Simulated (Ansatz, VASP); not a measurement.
BAs: VASP beside Ansatz

File INCAR:

```
  PREC = Accurate
  ENCUT = 520
  EDIFF = 1E-6
  ISMEAR = 0
  SIGMA = 0.01
  LREAL = F
  LASPH = T
  NELM = 100
  ALGO = Normal
  ISIF = 2
  LWAVE = F
  LCHARG = F
  GGA = PE
  NBANDS = 16
```

Contents of KPOINTS:

```
regular mesh
0
Gamma
  9 9 2
```

Contents of POSCAR:

```
BAs
1.0
    3.4507219683      0.0000000000      0.0000000000
   -1.7253609842      2.9884128860      0.0000000000
    0.0000000000      0.0000000000     10.1921993060
B As
2 2
Direct
    0.3333333333      0.6666666667      0.2500000000
    0.6666666667      0.3333333333      0.7500000000
    0.6666666667      0.3333333333      0.2500000000
    0.3333333333      0.6666666667      0.7500000000
```

Input for Ansatz:

```yaml
crystal:
  lattice:
    - [3.4507219683, 0.0, 0.0]
    - [-1.7253609842, 2.988412886, 0.0]
    - [0.0, 0.0, 10.192199306]
  atoms:
    - { symbol: B, position: [0.3333333333, 0.6666666667, 0.25] }
    - { symbol: B, position: [0.6666666667, 0.3333333333, 0.75] }
    - { symbol: As, position: [0.6666666667, 0.3333333333, 0.25] }
    - { symbol: As, position: [0.3333333333, 0.6666666667, 0.75] }
kpoints:
  mp_grid: { grid: [9, 9, 2] }
hamiltonian:
  xc: pbe
scf:
  occupations: { method: fixed }
  n_extra_bands: 5
output:
  forces: true
  stress: true
  eigenvalues: true
```

Alike in both runs: task single point; functional PBE; k mesh 9 × 9 × 2; no spin polarisation.

|  | VASP | Ansatz |
| --- | --- | --- |
| version | VASP 6.6.1 | Ansatz 0.2.0 |
| potentials or method | VASP PAW PBE potentials, release 64 (B, As) | plane waves, PAW |
| plane-wave cutoff (eV) | 520 | 420 |
| occupations | gaussian, width 0.01 eV | fixed |
| valence electrons in the cell | 16 | 36 |

Ansatz gave:

* gap on the k mesh at the Fermi level (eV): 0.79
* pressure (GPa): -3.7
* largest component of the traceless stress (GPa): 3.69

Q: What did VASP give for the same quantities?

A: gap on the k mesh at the Fermi level (eV): 0.78; pressure (GPa): -3.4; largest component of the traceless stress (GPa): 3.36.

The two sets of potentials don't hold the same shells in valence.

Caveats: an odd mesh through Γ misses points on the zone boundary, where band edges often lie; this functional lacks dispersion, which binds the layers, so the pressure and a relaxed spacing across them are unreliable.
